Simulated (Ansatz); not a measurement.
C4H6 can be A, `C1=CCC1`, or B, `C#CCC`.

Program: Ansatz. Geometries: PBE0-D4/def2-TZVP. ΔE: electronic, gas phase. CCSD(T)/CBS is the MP2 limit (def2-TZVPP, def2-QZVPP) plus CCSD(T) − MP2 in def2-TZVPP, frozen cores. DFT in def2-TZVPP. B3LYP here is the variant with VWN-RPA as its local correlation; programs differ in this.

(1) Which isomer does CCSD(T)/CBS put lower? Give the gap. (An estimate is asked.)

(2) Give E(B) − E(A) in kJ/mol with ωB97M-V, PBE0-D4, MP2/def2-TZVPP, B3LYP-D4, BLYP-D4, CCSD/def2-TZVPP, B2PLYP. (Best estimate.)

(3) Does the order hold for the free energy at 298.15 K (harmonic terms from PBE0-D4)? (An estimate is asked.)

Largest T1 diagnostic: 0.011.

Answers

(1) The calculation gave: A, by 8.1 kJ/mol.

(2) Computed: ωB97M-V 13.9, PBE0-D4 28.8, MP2/def2-TZVPP 4.5, B3LYP-D4 4.1, BLYP-D4 -1.2, CCSD/def2-TZVPP 6.9, B2PLYP -0.1. The order is the other way round with BLYP-D4.

(3) Computed: Too close to call: G(B) − G(A) = -1.8 kJ/mol.

From PBE to PBE0 (25 % exact exchange), in def2-TZVPP and without D4, E(B) − E(A) moves by +4.6 kJ/mol. In def2-TZVPP, CCSD(T) changes the Hartree–Fock value by +16.2 kJ/mol (the triples alone add +1.4 kJ/mol) and MP2 by +12.4 kJ/mol.
